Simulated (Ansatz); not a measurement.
## Al under pressure: fit and missing row

Al, Fm-3m, a = 4.042 Å. Ansatz: PBE, PAW, 420 eV, Γ-centred 18×18×18 mesh on 1 atom, Gaussian smearing 0.10 eV; no spin polarisation. Cell and atoms are relaxed at each pressure, and no other structure is tried, so the rows at high pressure may lie past a change of phase.

| V (Å³/atom) | P (GPa) |
| --- | --- |
| ? | 59.93 |
| 13.096 | 29.99 |
| 14.327 | 14.93 |
| 15.146 | 7.95 |
| 15.915 | 2.99 |
| 16.505 | -0.01 |
| 17.241 | -3.07 |

Q: Take V0 = 16.505 Å³/atom, count pressures from its P0 = -0.01 GPa, fit the third-order Birch–Murnaghan form to the other rows, and predict the missing volume.

A: With the Eulerian strain f = ½[(V0/V)^(2/3) − 1] and y = (P − P0)/[3f(1 + 2f)^(5/2)], the form is the line y = B0 + 1.5 B0 (B0′ − 4) f. Rows (f, y): 0.08338, 81.6; 0.04947, 79.5; 0.02948, 78.0; 0.01228, 76.6; -0.01433, 76.5. Means f = 0.03206, y = 78.440; Σ(Δf)² = 0.005487, ΣΔfΔy = 0.3082; the slope is their ratio. y = 76.64 + 56.16 f GPa, so B0 = 76.6 GPa and B0′ = 4 + 2 × (56.16)/(3 × 76.64) = 4.49. P = 59.93 GPa is met at f = 0.13221 (y = 84.06), so V = V0 (1 + 2f)^(−3/2) = 11.609 Å³/atom. The run gave 11.576 Å³/atom, so the fit is 0.033 Å³/atom too high, 0.58 % of the span of the series, against an rms of 0.005 Å³/atom on the fitted rows. The row lies outside the fitted range. A fourth-order term fitted to the same rows gives P = 62.91 GPa at this row's volume (the line 60.80, the run 59.93), no gain.

The mesh isn't the same in all rows (18×18×18, 20×20×20).